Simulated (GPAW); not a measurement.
Runs of GPAW 26.7.0 on Co. It takes space group P6_3/mmc (No. 194, hexagonal). The conventional cell has a = 2.472 Å, b = 2.472 Å, c = 4.021 Å, α = 90.00°, β = 90.00°, γ = 120.00°. Co (site symmetry -6m2) is surrounded by 12 Co at 2.47 Å. 

```csv
task,level,potentials or basis,U,k mesh,smearing,band path,band points,eigensolver,ranks,gap on the mesh (eV),pressure (GPa),moment (μB),V0 of scaled cells (Å³/atom),B0 (GPa)
equation of state,BEEF-vdW,"GPAW PAW data sets (gpaw-data 1.2.1), pw",-,9 × 9 × 5,fermi-dirac 0.05 eV,-,-,-,-,-,-,-,11.18,196
band structure,PBEsol+U,"PAW data sets generated in the run's folder for this functional, pw",Co d U = 4 eV,10 × 10 × 6,fermi-dirac 0.05 eV,"GMKGALHA,LM,KH",60,-,-,-,10.1,(c),-,-
single point,PBE,"GPAW PAW data sets (gpaw-data 1.2.1), pw",-,12 × 12 × 7,gaussian 0.014 eV,-,-,-,-,none,4.8,3.22,-,-
band structure,PBEsol,"PAW data sets generated in the run's folder for this functional, pw",-,10 × 10 × 6,fermi-dirac 0.05 eV,"GMKGALHA,LM,KH",60,-,-,-,(d),(a),-,-
single point,PBE,"GPAW PAW data sets (gpaw-data 1.2.1), pw",-,12 × 12 × 7,gaussian 0.018 eV,-,-,-,-,none,4.8,3.22,-,-
band structure,PBEsol+U,"PAW data sets generated in the run's folder for this functional, pw",Co d U = 1 eV,10 × 10 × 6,fermi-dirac 0.05 eV,"GMKGALHA,LM,KH",60,-,-,-,-3.6,3.38,-,-
band structure,PBEsol+U,"PAW data sets generated in the run's folder for this functional, pw",Co d U = 2 eV,10 × 10 × 6,fermi-dirac 0.05 eV,"GMKGALHA,LM,KH",60,-,-,-,-2.2,(b),-,-
band structure,BLYP,"PAW data sets generated in the run's folder for this functional, pw",-,12 × 12 × 7,fermi-dirac 0.05 eV,"GMKGALHA,LM,KH",80,davidson,-,-,13.9,3.13,-,-
equation of state,PBEsol,"PAW data sets generated in the run's folder for this functional, pw",-,12 × 12 × 7,fermi-dirac 0.05 eV,-,-,-,4,-,-,-,10.46,235
band structure,PBEsol,"PAW data sets generated in the run's folder for this functional, pw",-,12 × 12 × 7,fermi-dirac 0.05 eV,"GMKGALHA,LM,KH",80,-,-,-,-5.3,3.19,-,-
band structure,RPBE,"the program's PAW data sets (release 1.2.1) made for this functional, pw",-,12 × 12 × 7,fermi-dirac 0.05 eV,"GMKGALHA,LM,KH",80,-,-,-,11.0,3.24,-,-
single point,PBEsol,"PAW data sets generated in the run's folder for this functional, pw",-,12 × 12 × 7,gaussian 0.02 eV,-,-,-,-,none,-5.4,3.19,-,-
```

Alike in all rows: spin collinear, ferromagnetic start; cell as given; cutoff (eV) 600.

Q: Estimate the missing entries.

A: (a) 3.29; (b) 3.50; (c) 3.98; (d) -4.5.

Caveats: the U is typed as a test and isn't derived for this compound (some runs); the cell was scaled at fixed shape and fractional positions, which overstates the stiffness of a crystal with free parameters, most of all of layers and chains (some runs); the PAW data sets were made with another functional, which shifts forces and pressure a little (some runs).

A k mesh can miss the band edges.

A gap of «none» marks a metal or a gap under the smearing width.

Not every run made on this cell is shown here.
